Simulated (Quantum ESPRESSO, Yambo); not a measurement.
# SiC (P6_3mc): a self-consistent loop beyond G0W0, cycle by cycle, part 2 of 2

Aim: iterate the self-energy on SiC (P6_3mc) and follow the gap from cycle to cycle.

Quantum ESPRESSO 7.5 and Yambo 5.3.0; PBE and many-body steps on it, plane waves. Known limits of the many-body steps: not at the basis limit; coarse k mesh.

So far. Step 4 (G0W0): The gap on the mesh goes from 2.03 eV to 2.56 eV, a correction of +0.53 eV. Step 5 (evGW0, cycle 1): Against G0W0 in Yambo (6×6×1 mesh, 154 bands, screening to 95.2 eV, Godby-Needs plasmon pole), the gap moves by +0.084 eV.

**6. evGW0, cycle 2**

Level of this step: evGW0 on PBE, plane waves, norm-conserving pseudopotentials (Yambo).

The corrected levels of the last cycle go back in.

Contents of gw3.in:

```
HF_and_locXC
gw0
dyson
ppa
em1d
rim_cut
RandQpts= 1000000
RandGvec= 1 RL
EXXRLvcs= 74 Ry
VXCRLvcs= 296 Ry
Chimod= "HARTREE"
% BndsRnXp
 1 | 154 |
%
NGsBlkXp= 7 Ry
% LongDrXp
 1 | 1 | 1 |
%
% GbndRnge
 1 | 154 |
%
DysSolver= "n"
ExtendOut
PPAPntXp= 27.21138 eV
% QPkrange
 1 | 7 | 15 | 32 |
%
GfnQPdb= "E < ./gw2_fix/ndb.QP"
```

Started as:

```bash
$ OMP_NUM_THREADS=1 mpirun -n 4 yambo -F gw3.in -J gw3,gw1_W -C gw3 > gw3.log
```

Log:

```text
 Yambo, version 5.3.0

 [02] CORE Variables Setup
 =========================

  [... cell, symmetries and grids as in the set-up ...]

  [02.05] Energies & Occupations
  ==============================

  [X] === General ===
  [X] Electronic Temperature                        :  0.000000  0.000000 [eV K]
  [X] Bosonic    Temperature                        :  0.000000  0.000000 [eV K]
  [X] Finite Temperature mode                       : no
  [X] El. density                                   :  0.38783E+24 [cm-3]
[...]
Sx RL components                                 :   8953

   QP @ state[ 1 ] K range                          :   1   7
   QP @ state[ 1 ] b range                          :   15   32
   GF energies kind                                 : Perdew, Burke & Ernzerhof(X)+Perdew, Burke & Ernzerhof(C)+ E < ./gw1/ndb.QP + @E Fit+ E < ./gw2_fix/
   GF WF`s kind                                     : Perdew, Burke & Ernzerhof(X)+Perdew, Burke & Ernzerhof(C)
   Xs energies kind                                 : Perdew, Burke & Ernzerhof(X)+Perdew, Burke & Ernzerhof(C)
   Xs WF`s kind                                     : Perdew, Burke & Ernzerhof(X)+Perdew, Burke & Ernzerhof(C)

 [13] Game Over & Game summary
```

Run time: 12 min. Hardware: 4 MPI ranks of Arm Neoverse V1, shared host; peak memory 2.6 GiB.

This step gave:

```
quasiparticle gap on the mesh                         : 2.656 eV
gap of the density functional on the mesh             : 2.027 eV
k of the valence top                                  : 0, 0, 0
k of the conduction bottom                            : 0, -0.5, 0
least direct quasiparticle gap on the computed points : 3.961 eV
```

Against the cycle before, the gap moves by +0.013 eV.

The program's own table gives 2.758 eV, which is too large where the input levels are shifted: this version takes Σc at the unshifted level E₀, yet steps from the shifted one. The value above is the Newton step from E₀, E₀ + Z(Σc + Σx − Vxc), rebuilt from the printed columns.

**7. evGW0, cycle 3**

gw4.in, as its differences from gw3.in of step 6:

```diff
@@ -27,2 +27,2 @@
 %
-GfnQPdb= "E < ./gw2_fix/ndb.QP"
+GfnQPdb= "E < ./gw3_fix/ndb.QP"
```

Started as:

```bash
$ OMP_NUM_THREADS=1 mpirun -n 4 yambo -F gw4.in -J gw4,gw1_W -C gw4 > gw4.log
```

Log:

```text
 Yambo, version 5.3.0

 [02] CORE Variables Setup
 =========================

  [... cell, symmetries and grids as in the set-up ...]

  [02.05] Energies & Occupations
  ==============================

  [X] === General ===
  [X] Electronic Temperature                        :  0.000000  0.000000 [eV K]
  [X] Bosonic    Temperature                        :  0.000000  0.000000 [eV K]
  [X] Finite Temperature mode                       : no
  [X] El. density                                   :  0.38783E+24 [cm-3]
[...]
Sx RL components                                 :   8953

   QP @ state[ 1 ] K range                          :   1   7
   QP @ state[ 1 ] b range                          :   15   32
   GF energies kind                                 : Perdew, Burke & Ernzerhof(X)+Perdew, Burke & Ernzerhof(C)+ E < ./gw1/ndb.QP + @E Fit+ E < ./gw2_fix/
   GF WF`s kind                                     : Perdew, Burke & Ernzerhof(X)+Perdew, Burke & Ernzerhof(C)
   Xs energies kind                                 : Perdew, Burke & Ernzerhof(X)+Perdew, Burke & Ernzerhof(C)
   Xs WF`s kind                                     : Perdew, Burke & Ernzerhof(X)+Perdew, Burke & Ernzerhof(C)

 [13] Game Over & Game summary
```

Elapsed: 12 min, on 4 MPI ranks; peak memory 2.6 GiB.

This step gave:

* quasiparticle gap on the mesh: 2.658 eV
* gap of the density functional on the mesh: 2.027 eV
* k of the valence top: 0, 0, 0
* k of the conduction bottom: 0, -0.5, 0
* least direct quasiparticle gap on the computed points: 3.963 eV

Against the cycle before, the gap moves by +0.002 eV.

The program's own table gives 2.762 eV, which is too large where the input levels are shifted: this version takes Σc at the unshifted level E₀, yet steps from the shifted one. The value above is the Newton step from E₀, E₀ + Z(Σc + Σx − Vxc), rebuilt from the printed columns.

**8. evGW, cycle 1**

This step: evGW on PBE, plane waves, norm-conserving pseudopotentials.

gw5.in, as its differences from gw4.in of step 7:

```diff
@@ -27,2 +27,3 @@
 %
-GfnQPdb= "E < ./gw3_fix/ndb.QP"
+GfnQPdb= "E < ./gw1/ndb.QP"
+XfnQPdb= "E < ./gw1/ndb.QP"
```

Started as:

```bash
$ OMP_NUM_THREADS=1 mpirun -n 4 yambo -F gw5.in -J gw5 -C gw5 > gw5.log
```

Log:

```text
 Yambo, version 5.3.0

 [02] CORE Variables Setup
 =========================

  [... cell, symmetries and grids as in the set-up ...]

  [02.05] Energies & Occupations
  ==============================

  [X] === General ===
  [X] Electronic Temperature                        :  0.000000  0.000000 [eV K]
  [X] Bosonic    Temperature                        :  0.000000  0.000000 [eV K]
  [X] Finite Temperature mode                       : no
  [X] El. density                                   :  0.38783E+24 [cm-3]
[...]
Sx RL components                                 :   8953

   QP @ state[ 1 ] K range                          :   1   7
   QP @ state[ 1 ] b range                          :   15   32
   GF energies kind                                 : Perdew, Burke & Ernzerhof(X)+Perdew, Burke & Ernzerhof(C)+ E < ./gw1/ndb.QP + @E Fit
   GF WF`s kind                                     : Perdew, Burke & Ernzerhof(X)+Perdew, Burke & Ernzerhof(C)
   Xs energies kind                                 : Perdew, Burke & Ernzerhof(X)+Perdew, Burke & Ernzerhof(C)
   Xs WF`s kind                                     : Perdew, Burke & Ernzerhof(X)+Perdew, Burke & Ernzerhof(C)

 [15] Game Over & Game summary
```

Run time: 14 min. Hardware: 4 MPI ranks; peak memory 2.7 GiB.

This step gave:

- quasiparticle gap on the mesh: 2.780 eV
- gap of the density functional on the mesh: 2.027 eV
- k of the valence top: 0, 0, 0
- k of the conduction bottom: 0, -0.5, 0
- least direct quasiparticle gap on the computed points: 4.092 eV

Against G0W0 in Yambo (6×6×1 mesh, 154 bands, screening to 95.2 eV, Godby-Needs plasmon pole), the gap moves by +0.221 eV.

The program's own table gives 2.863 eV, which is too large where the input levels are shifted: this version takes Σc at the unshifted level E₀, yet steps from the shifted one. The value above is the Newton step from E₀, E₀ + Z(Σc + Σx − Vxc), rebuilt from the printed columns.

**9. evGW, cycle 2**

gw6.in, as its differences from gw5.in of step 8:

```diff
@@ -27,3 +27,3 @@
 %
-GfnQPdb= "E < ./gw1/ndb.QP"
-XfnQPdb= "E < ./gw1/ndb.QP"
+GfnQPdb= "E < ./gw5_fix/ndb.QP"
+XfnQPdb= "E < ./gw5_fix/ndb.QP"
```

Started as:

```bash
$ OMP_NUM_THREADS=1 mpirun -n 4 yambo -F gw6.in -J gw6 -C gw6 > gw6.log
```

Log:

```text
 Yambo, version 5.3.0

 [02] CORE Variables Setup
 =========================

  [... cell, symmetries and grids as in the set-up ...]

  [02.05] Energies & Occupations
  ==============================

  [X] === General ===
  [X] Electronic Temperature                        :  0.000000  0.000000 [eV K]
  [X] Bosonic    Temperature                        :  0.000000  0.000000 [eV K]
  [X] Finite Temperature mode                       : no
  [X] El. density                                   :  0.38783E+24 [cm-3]
[...]
Sx RL components                                 :   8953

   QP @ state[ 1 ] K range                          :   1   7
   QP @ state[ 1 ] b range                          :   15   32
   GF energies kind                                 : Perdew, Burke & Ernzerhof(X)+Perdew, Burke & Ernzerhof(C)+ E < ./gw1/ndb.QP + @E Fit+ E < ./gw5_fix/
   GF WF`s kind                                     : Perdew, Burke & Ernzerhof(X)+Perdew, Burke & Ernzerhof(C)
   Xs energies kind                                 : Perdew, Burke & Ernzerhof(X)+Perdew, Burke & Ernzerhof(C)
   Xs WF`s kind                                     : Perdew, Burke & Ernzerhof(X)+Perdew, Burke & Ernzerhof(C)

 [15] Game Over & Game summary
```

Run time: 14 min. Hardware: 4 MPI ranks; peak memory 2.7 GiB.

Numbers from this step:

```
quasiparticle gap on the mesh                         : 2.848 eV
gap of the density functional on the mesh             : 2.027 eV
k of the valence top                                  : 0, 0, 0
k of the conduction bottom                            : 0, -0.5, 0
least direct quasiparticle gap on the computed points : 4.168 eV
```

Against the cycle before, the gap moves by +0.068 eV.

The program's own table gives 2.962 eV, which is too large where the input levels are shifted: this version takes Σc at the unshifted level E₀, yet steps from the shifted one. The value above is the Newton step from E₀, E₀ + Z(Σc + Σx − Vxc), rebuilt from the printed columns.

**10. evGW, cycle 3**

gw7.in, as its differences from gw6.in of step 9:

```diff
@@ -27,3 +27,3 @@
 %
-GfnQPdb= "E < ./gw5_fix/ndb.QP"
-XfnQPdb= "E < ./gw5_fix/ndb.QP"
+GfnQPdb= "E < ./gw6_fix/ndb.QP"
+XfnQPdb= "E < ./gw6_fix/ndb.QP"
```

Started as:

```bash
$ OMP_NUM_THREADS=1 mpirun -n 4 yambo -F gw7.in -J gw7 -C gw7 > gw7.log
```

Log:

```text
 Yambo, version 5.3.0

 [02] CORE Variables Setup
 =========================

  [... cell, symmetries and grids as in the set-up ...]

  [02.05] Energies & Occupations
  ==============================

  [X] === General ===
  [X] Electronic Temperature                        :  0.000000  0.000000 [eV K]
  [X] Bosonic    Temperature                        :  0.000000  0.000000 [eV K]
  [X] Finite Temperature mode                       : no
  [X] El. density                                   :  0.38783E+24 [cm-3]
[...]
Sx RL components                                 :   8953

   QP @ state[ 1 ] K range                          :   1   7
   QP @ state[ 1 ] b range                          :   15   32
   GF energies kind                                 : Perdew, Burke & Ernzerhof(X)+Perdew, Burke & Ernzerhof(C)+ E < ./gw1/ndb.QP + @E Fit+ E < ./gw5_fix/
   GF WF`s kind                                     : Perdew, Burke & Ernzerhof(X)+Perdew, Burke & Ernzerhof(C)
   Xs energies kind                                 : Perdew, Burke & Ernzerhof(X)+Perdew, Burke & Ernzerhof(C)
   Xs WF`s kind                                     : Perdew, Burke & Ernzerhof(X)+Perdew, Burke & Ernzerhof(C)

 [15] Game Over & Game summary
```

The job ended after 14 min (4 MPI ranks; peak memory 2.7 GiB).

This step gave:

```
quasiparticle gap on the mesh                         : 2.868 eV
gap of the density functional on the mesh             : 2.027 eV
k of the valence top                                  : 0, 0, 0
k of the conduction bottom                            : 0, -0.5, 0
least direct quasiparticle gap on the computed points : 4.189 eV
```

Against the cycle before, the gap moves by +0.020 eV.

The program's own table gives 2.991 eV, which is too large where the input levels are shifted: this version takes Σc at the unshifted level E₀, yet steps from the shifted one. The value above is the Newton step from E₀, E₀ + Z(Σc + Σx − Vxc), rebuilt from the printed columns.

**11. evGW, cycle 4**

gw8.in, as its differences from gw7.in of step 10:

```diff
@@ -27,3 +27,3 @@
 %
-GfnQPdb= "E < ./gw6_fix/ndb.QP"
-XfnQPdb= "E < ./gw6_fix/ndb.QP"
+GfnQPdb= "E < ./gw7_fix/ndb.QP"
+XfnQPdb= "E < ./gw7_fix/ndb.QP"
```

Started as:

```bash
$ OMP_NUM_THREADS=1 mpirun -n 4 yambo -F gw8.in -J gw8 -C gw8 > gw8.log
```

Log:

```text
 Yambo, version 5.3.0

 [02] CORE Variables Setup
 =========================

  [... cell, symmetries and grids as in the set-up ...]

  [02.05] Energies & Occupations
  ==============================

  [X] === General ===
  [X] Electronic Temperature                        :  0.000000  0.000000 [eV K]
  [X] Bosonic    Temperature                        :  0.000000  0.000000 [eV K]
  [X] Finite Temperature mode                       : no
  [X] El. density                                   :  0.38783E+24 [cm-3]
[...]
Sx RL components                                 :   8953

   QP @ state[ 1 ] K range                          :   1   7
   QP @ state[ 1 ] b range                          :   15   32
   GF energies kind                                 : Perdew, Burke & Ernzerhof(X)+Perdew, Burke & Ernzerhof(C)+ E < ./gw1/ndb.QP + @E Fit+ E < ./gw5_fix/
   GF WF`s kind                                     : Perdew, Burke & Ernzerhof(X)+Perdew, Burke & Ernzerhof(C)
   Xs energies kind                                 : Perdew, Burke & Ernzerhof(X)+Perdew, Burke & Ernzerhof(C)
   Xs WF`s kind                                     : Perdew, Burke & Ernzerhof(X)+Perdew, Burke & Ernzerhof(C)

 [15] Game Over & Game summary
```

Elapsed: 14 min, on 4 MPI ranks; peak memory 2.7 GiB.

This step gave:

```
quasiparticle gap on the mesh                         : 2.874 eV
gap of the density functional on the mesh             : 2.027 eV
k of the valence top                                  : 0, 0, 0
k of the conduction bottom                            : 0, -0.5, 0
least direct quasiparticle gap on the computed points : 4.196 eV
```

Against the cycle before, the gap moves by +0.006 eV.

The program's own table gives 2.999 eV, which is too large where the input levels are shifted: this version takes Σc at the unshifted level E₀, yet steps from the shifted one. The value above is the Newton step from E₀, E₀ + Z(Σc + Σx − Vxc), rebuilt from the printed columns.

**12. Side by side**

Times are wall times on 4 MPI ranks of Arm Neoverse V1, shared host, good to a factor of about two.

```tsv
run	mesh	bands	screening cutoff (eV)	DFT gap (eV)	gap on the mesh (eV)	direct (eV)	time
G0W0	6×6×1	154	95.2	2.027	2.559	3.840	14 min
evGW0, cycle 1	6×6×1	154	95.2	2.027	2.643	3.945	12 min
evGW0, cycle 2	6×6×1	154	95.2	2.027	2.656	3.961	12 min
evGW0, cycle 3	6×6×1	154	95.2	2.027	2.658	3.963	12 min
evGW, cycle 1	6×6×1	154	95.2	2.027	2.780	4.092	14 min
evGW, cycle 2	6×6×1	154	95.2	2.027	2.848	4.168	14 min
evGW, cycle 3	6×6×1	154	95.2	2.027	2.868	4.189	14 min
evGW, cycle 4	6×6×1	154	95.2	2.027	2.874	4.196	14 min
```

**13. Summary of results**

| Item | Value |
| --- | --- |
| G0W0 | 2.559 eV |
| evGW0, cycle 1 | 2.643 eV |
| evGW0, cycle 2 | 2.656 eV |
| evGW0, cycle 3 | 2.658 eV |
| evGW, cycle 1 | 2.780 eV |
| evGW, cycle 2 | 2.848 eV |
| evGW, cycle 3 | 2.868 eV |
| evGW, cycle 4 | 2.874 eV |
| known limits | not at the basis limit; coarse k mesh |

evGW0 ends at 2.66 eV, +0.10 eV from G0W0, after 3 cycles that took 35 min beside the first screening; the last moved the gap by 0.002 eV. evGW ends at 2.87 eV, +0.31 eV from G0W0, after 4 cycles that took 57 min beside the first screening; the last moved the gap by 0.006 eV. Against experiment, by evGW, cycle 4: the gap of 2.87 eV lies −0.13 eV from the measured 3 eV (optical, 2017); the gap of 2.87 eV lies −0.16 eV from the measured 3.03 eV (indirect, quoted 2018); the gap of 2.87 eV lies −0.15 eV from the measured 3.02 eV (kind not stated, quoted 2020). An exciton line or allowed optical edge lies below the quasiparticle gap by the binding energy; a forbidden edge can push the onset above it. These are gaps on the mesh, at modest bands and cutoff. The calculation has static nuclei and no excitons; a measured gap holds zero-point and thermal motion, which mostly lowers it. Bands and cutoff are finite, so the gap is not at the basis limit. The miss can reach some tenths of an eV and take either sign; the mesh is an error of its own. The 6×6×1 mesh is coarse for this cell, which bears on the long-range parts of exchange and screening.

[Paths, hosts, dates, memory and timing lines, banners, echoed tables and standing remarks are left out of the program output.]

[Logs are printed without paths, hosts, clocks, repeated set-up lines and the standing remarks that a program may print on its own settings, such as how far it seeks lower states.]

[Runs of the session that timed out or met a known fault of the program may be left out.]

[Hosts, paths, dates, database ids (printed as entryN), source tags and the programs' standing remarks are cut or masked in the printed files.]
